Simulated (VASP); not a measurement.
# TaN (P-6m2) in VASP: settings compared

Aim: see how the results for TaN move with the level of theory and the settings. Levels: PBE, PBEsol, revTPSS+D3. Tasks: single point, relaxation of the atoms.

Everything below comes from runs of VASP 6.6.1. Logs are shortened: lines on timing, memory, paths and dates and some standing lists are left out, and cuts for length are marked.

### 1 The structure

The structure is hexagonal, space group P-6m2 (No. 187). Conventional cell: a = 2.938 Å, b = 2.938 Å, c = 2.883 Å, α = 90.00°, β = 90.00°, γ = 120.00°. Ta (site symmetry -6m2) has 6 N at 2.23 Å as nearest neighbours. N (site symmetry -6m2) is surrounded by 6 Ta at 2.23 Å.

### 2 Single point, PBE

INCAR reads:

```
ALGO = Normal ; EDIFF = 1E-6
ENCUT = 500 ; GGA = PE
ISIF = 2 ; ISMEAR = 0
LASPH = T ; LCHARG = F
LREAL = F ; LWAVE = F
NELM = 80 ; PREC = Accurate
SIGMA = 0.1
```

KPOINTS reads:

```
k-points
0
Gamma
  10 10 9
```

POSCAR reads:

```
TaN
1.0
    2.9380000000      0.0000000000      0.0000000000
   -1.4690000000      2.5443826363      0.0000000000
    0.0000000000      0.0000000000      2.8830000000
Ta N
1 1
Cartesian
    0.0000000000      0.0000000000      1.4415000000
    1.4690000001      0.8481275453      0.0000000000
```

Potentials or basis: VASP PAW PBE potentials, release 64 (Ta, N).

Started as:

```sh
cat potpaw_PBE.64/Ta/POTCAR potpaw_PBE.64/N/POTCAR > POTCAR
mpirun -np 1 vasp_std > vasp.out
```

OUTCAR:

```text
EDIFF = 1E-6
   ENCUT = 500
   GGA = PE
   ISIF = 2
   ISMEAR = 0
   LASPH = T
   LREAL = F
   NELM = 80
   PREC = Accurate

 ion  position               nearest neighbor table
   1  0.000  0.000  0.500-   2 2.23   2 2.23   2 2.23   2 2.23   2 2.23   2 2.23
   2  0.667  0.333  0.000-   1 2.23   1 2.23   1 2.23   1 2.23   1 2.23   1 2.23

  LATTYP: Found a hexagonal cell.
 ALAT       =     2.9380000000
 C/A-ratio  =     0.9812797822

  Lattice vectors:

 A1 = (   2.9380000000,   0.0000000000,   0.0000000000)
 A2 = (  -1.4690000000,   2.5443826363,   0.0000000000)
 A3 = (   0.0000000000,   0.0000000000,   2.8830000000)

Analysis of symmetry for initial positions (statically):
=====================================================================
 Subroutine PRICEL returns:
 Original cell was already a primitive cell.

 Routine SETGRP: Setting up the symmetry group for a
 hexagonal supercell.

 Subroutine GETGRP returns: Found 12 space group operations
 (whereof 12 operations were pure point group operations)
 out of a pool of 24 trial point group operations.

The static configuration has the point symmetry D_3h.

Analysis of symmetry for dynamics (positions and initial velocities):
=====================================================================
 Subroutine PRICEL returns:
 Original cell was already a primitive cell.

 Routine SETGRP: Setting up the symmetry group for a
 hexagonal supercell.

 Subroutine GETGRP returns: Found 12 space group operations
 (whereof 12 operations were pure point group operations)
 out of a pool of 24 trial point group operations.

The dynamic configuration has the point symmetry D_3h.

 Subroutine INISYM returns: Found 12 space group operations
 (whereof 12 operations are pure point group operations),
 and found     1 'primitive' translations

----------------------------------------------------------------------------------------

                                     Primitive cell

  volume of cell :      21.5516

  direct lattice vectors                    reciprocal lattice vectors
     2.938000000  0.000000000  0.000000000     0.340367597  0.196511324  0.000000000
    -1.469000000  2.544382636  0.000000000     0.000000000  0.393022648  0.000000000
     0.000000000  0.000000000  2.883000000     0.000000000  0.000000000  0.346860909

  length of vectors
     2.938000000  2.938000000  2.883000000     0.393022648  0.393022648  0.346860909
[... 113 lines left out ...]
   ISIF   =      2    stress and relaxation
   ISYM   =      2    0-nonsym 1-usesym 2-fastsym
   POTIM  = 0.5000    time-step for ionic-motion
   TEBEG  =    0.0;   TEEND  =   0.0 temperature during run
   PSTRESS=    0.0 pullay stress
   NELECT =      10.0000    total number of electrons
   NUPDOWN=      -1.0000    fix difference up-down
   EMIN   =  10.00;   EMAX   =-10.00  energy-range for DOS
   EFERMI =   0.00;   METHOD = LEGACY
   ISMEAR =     0;   SIGMA  =   0.10  broadening in eV -4-tet -1-fermi 0-gaus
   EFERMI_NEDOS =   21; number of points for ismear=-14 and -15
   IALGO  =     38    algorithm
   IMIX   =      4    mixing-type and parameters
     AMIX     =   0.40;   BMIX     =  1.00
     AMIX_MAG =   1.60;   BMIX_MAG =  1.00
  volume/ion in A,a.u.               =      10.78        72.72
  Fermi-wavevector in a.u.,A,eV,Ry     =   1.267404  2.395047 21.855228  1.606314
  Thomas-Fermi vector in A             =   2.400554
   LORBIT       =      0    0 simple, 1 ext, 2 COOP (PROOUT), +10 PAW based schemes
   GGA     = PE    functional components
   LHFCALC =     F    Hartree Fock is set to
   AEXX    =    0.0000 exact exchange contribution
   IVDW    =     0    specifies the selected vdW correction
   LEPSILON=     F    determine dielectric tensor
   LRPA    =     F    only Hartree local field effects (RPA)
 non-spin polarized calculation
 Gauss-broadening in eV      SIGMA  =   0.10
  energy-cutoff  :      500.00
  volume of cell :       21.55
 maximum number of plane-waves:       569
 NGX is ok and might be reduce to    24
   NGX = 11   NGY = 11   NGZ = 11

 number of electron       9.9999999 magnetization

 number of electron      10.0000000 magnetization

 Free energy of the ion-electron system (eV)
  ---------------------------------------------------
  ext. energy  EPLUGINS =         0.00000000
  ---------------------------------------------------
  free energy    TOTEN  =       -22.54121717 eV

  energy without entropy =      -22.54113962  energy(sigma->0) =      -22.54117840

 E-fermi :   8.5657     XC(G=0): -13.1720

 val. band max:        8.4262161454   @ k =   0.0000   0.0000   0.4444
 cond. band min:       8.7193902951   @ k =   0.0000   0.0000   0.3333
 fundamental gap:      0.2931741497
 Fermi energy:         8.5656936125

 k-point     1 :       0.0000    0.0000    0.0000
  band No.  band energies     occupation
      1      -9.2699      2.00000
      2       3.9381      2.00000
      3       3.9381      2.00000
      4       4.2871      2.00000
      5       5.5711      2.00000
      6      10.7132      0.00000
      7      12.0759      0.00000
      8      12.0759      0.00000
      9      12.4802      0.00000
[... 457 lines left out ...]
 k-point    40 :       0.3000    0.2000    0.2222
  band No.  band energies     occupation
      1      -7.1174      2.00000
      2       1.2319      2.00000
      3       2.4134      2.00000
      4       3.4511      2.00000
      5       7.3030      2.00000
      6      10.7015      0.00000
      7      12.6376      0.00000
      8      13.1678      0.00000
      9      14.6255      0.00000

 [... further k-points ...]

------------------------ aborting loop because EDIFF is reached ----------------------------------------

  FORCE on cell =-STRESS in cart. coord.  units (eV):
  Direction    XX          YY          ZZ          XY          YZ          ZX
  --------------------------------------------------------------------------------------
  -------------------------------------------------------------------------------------
  Total        0.4549135      0.4549135      0.6261489      0.0000000      0.0000000     -0.0000000
  in kB       33.8189835     33.8189835     46.5488916      0.0000000      0.0000000     -0.0000000
  external PRESSURE =      38.0622862 kB  Pullay stress =       0.0000000 kB

 VOLUME and BASIS-vectors are now :
 -----------------------------------------------------------------------------
  energy-cutoff  :      500.00
  volume of cell :       21.55
      direct lattice vectors                 reciprocal lattice vectors
     2.938000000  0.000000000  0.000000000     0.340367597  0.196511324  0.000000000
    -1.469000000  2.544382636  0.000000000     0.000000000  0.393022648  0.000000000
     0.000000000  0.000000000  2.883000000     0.000000000  0.000000000  0.346860909

 POSITION                                       TOTAL-FORCE (eV/Angst)
 -----------------------------------------------------------------------------------
      0.00000      0.00000      1.44150        -0.000000      0.000000      0.000000
      1.46900      0.84813      0.00000         0.000000      0.000000      0.000000
 -----------------------------------------------------------------------------------
    total drift:                               -0.000000      0.000000      0.000000

  FREE ENERGIE OF THE ION-ELECTRON SYSTEM (eV)
  ---------------------------------------------------
  free  energy   TOTEN  =       -22.5412171733 eV

  energy  without entropy=      -22.5411396181  energy(sigma->0) =      -22.54117840
```

stdout:

```text
POSCAR found type information on POSCAR TaN
 POSCAR found :  2 types and       2 ions
 scaLAPACK will be used
 LDA part: xc-table for (Slater+PW92), standard interpolation
 POSCAR, INCAR and KPOINTS ok, starting setup
 FFT: planning ... GRIDC
 FFT: planning ... GRID_SOFT
 FFT: planning ... GRID
 WAVECAR not read
 entering main loop
```

Wall time 27 s (1 thread of AMD EPYC 7R43 (Zen 3), shared host); peak memory 0.11 GiB.

Results:

* Free energy: -22.5412 eV
* Pressure: 3.8 GPa
* Band gap on the k mesh: none (metal or under the smearing width)

### 3 Single point, PBE

run.py reads:

```python
from ase.calculators.vasp import Vasp
from ase.dft.bandgap import bandgap
from ase.io import read

atoms = read('TaN.cif', primitive_cell=True, subtrans_included=False)
calc = Vasp(
    directory='calc',
    xc='pbe',
    pp='PBE',
    setups='minimal',
    prec='Accurate',
    encut=500,
    ediff=1e-07,
    ismear=0,
    sigma=0.1,
    lreal=False,
    lasph=True,
    nelm=60,
    algo='Normal',
    isif=2,
    lwave=False,
    lcharg=True,
    lelf=True,
    lvhar=True,
    kpts=[10, 10, 9],
    gamma=True,
    nbands=12,
)
atoms.calc = calc

print('energy (eV):', atoms.get_potential_energy())
print('free energy (eV):', atoms.get_potential_energy(force_consistent=True))
print('forces (eV/A):')
print(atoms.get_forces())
print('stress (eV/A^3, Voigt):', atoms.get_stress())
print('Fermi level (eV):', calc.get_fermi_level())
gap, top, bottom = bandgap(calc)
print('band gap (eV):', gap, 'from (spin, k, band)', top, 'to', bottom)
```

TaN.cif reads:

```cif
data_TaN
_cell_length_a 2.93800000
_cell_length_b 2.93800000
_cell_length_c 2.88300000
_cell_angle_alpha 90.00000000
_cell_angle_beta 90.00000000
_cell_angle_gamma 120.00000000
_space_group_name_H-M_alt 'P-6m2'
_space_group_name_Hall 'P -6 2'
_space_group_IT_number 187
loop_
_space_group_symop_operation_xyz
'x,y,z'
'-x+y,-x,-z'
'-y,x-y,z'
'x,y,-z'
'-x+y,-x,z'
'-y,x-y,-z'
'-y,-x,-z'
'x,x-y,z'
'-x+y,y,-z'
'-y,-x,z'
'x,x-y,-z'
'-x+y,y,z'
loop_
_atom_site_label
_atom_site_type_symbol
_atom_site_symmetry_multiplicity
_atom_site_Wyckoff_symbol
_atom_site_fract_x
_atom_site_fract_y
_atom_site_fract_z
_atom_site_occupancy
Ta1 Ta 1 b 0.0000000000 0.0000000000 0.5000000000 1
N1 N 1 e 0.6666666667 0.3333333333 0.0000000000 1
```

Potentials or basis: VASP PAW PBE potentials, release 64 (Ta, N).

Started as:

```sh
python run.py
```

It took 40 s on 1 thread of AMD EPYC 7R43 (Zen 3), shared host; peak memory 0.12 GiB.

It converged, with:

```yaml
Free_energy: -22.5412 eV
Pressure: 3.8 GPa
Band_gap_on_the_k_mesh: none (metal or under the smearing width)
```

Stress tensor (GPa, compression positive):
```
3.38 0.00 0.00
0.00 3.38 0.00
0.00 0.00 4.66
```

Levels at points of the mesh, in eV from the Fermi level:
```csv
k point,band 2,band 3,band 4,band 5,band 6,band 7,band 8,band 9
"(0.00, 0.00, 0.00)",-4.63,-4.63,-4.28,-2.99,2.15,3.51,3.51,3.91
"(0.50, 0.00, 0.00)",-8.37,-5.25,-3.55,-3.25,2.93,3.94,5.14,5.21
```

[end of part 1 of 2]
